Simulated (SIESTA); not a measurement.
Runs of SIESTA 5.4.2 on In. The cell holds a slab with vacuum, 4 atoms: a = 3.339 Å, b = 3.339 Å, c = 23.207 Å, α = 90.00°, β = 90.00°, γ = 120.00°. The slab is cut from a database's or a generator's crystal, which needn't be the stable form of the element.

```csv
level,potentials or basis,spin,gap on the mesh (eV),largest force (eV/Å)
PW91,"PseudoDojo 0.4 standard (PBE files), DZP (energy shift 0.003 Ry; two zetas on semicore shells)",off,none,0.14
BLYP,"PseudoDojo 0.4 standard (PBE files), DZP (energy shift 0.003 Ry; two zetas on semicore shells)",off,none,0.38
PBE,"PseudoDojo 0.4 standard (PBE files), DZP (energy shift 0.003 Ry; two zetas on semicore shells)",off,none,0.14
PBEsol,"PseudoDojo 0.4 standard (PBEsol files), DZP (energy shift 0.003 Ry; two zetas on semicore shells)",off,none,0.13
RPBE,"PseudoDojo 0.4 standard (PBE files), DZP (energy shift 0.003 Ry; two zetas on semicore shells)",off,none,(a)
LDA,"PseudoDojo 0.4 standard (LDA files), DZP (energy shift 0.003 Ry; two zetas on semicore shells)",off,none,0.13
AM05,"PseudoDojo 0.4 standard (PBEsol files), DZP (energy shift 0.003 Ry; two zetas on semicore shells)",off,none,0.14
PBE,"PseudoDojo 0.4 standard (PBE files, fully relativistic), DZP (energy shift 0.003 Ry; two zetas on semicore shells)","non-collinear, zero start, SOC",none,0.13
```

Alike in all rows: task band structure; cell as given; k mesh 9 × 9 × 1; smearing fermi-dirac 0.05 eV; grid cutoff 500 Ry; energy shift 0.003 Ry.

Fill in the values left out.

(a) 0.23.

Caveats: the basis of atomic orbitals isn't converged, which shifts pressures, moduli and gaps; spin-orbit coupling is left out, which moves the levels of the heavy elements (some runs); the potentials were made for another functional, which shifts forces and pressure (some runs).

A k mesh can miss the band edges, and rows without SOC leave out spin-orbit coupling on In.

A gap of «none» marks a metal or a gap under the smearing width.
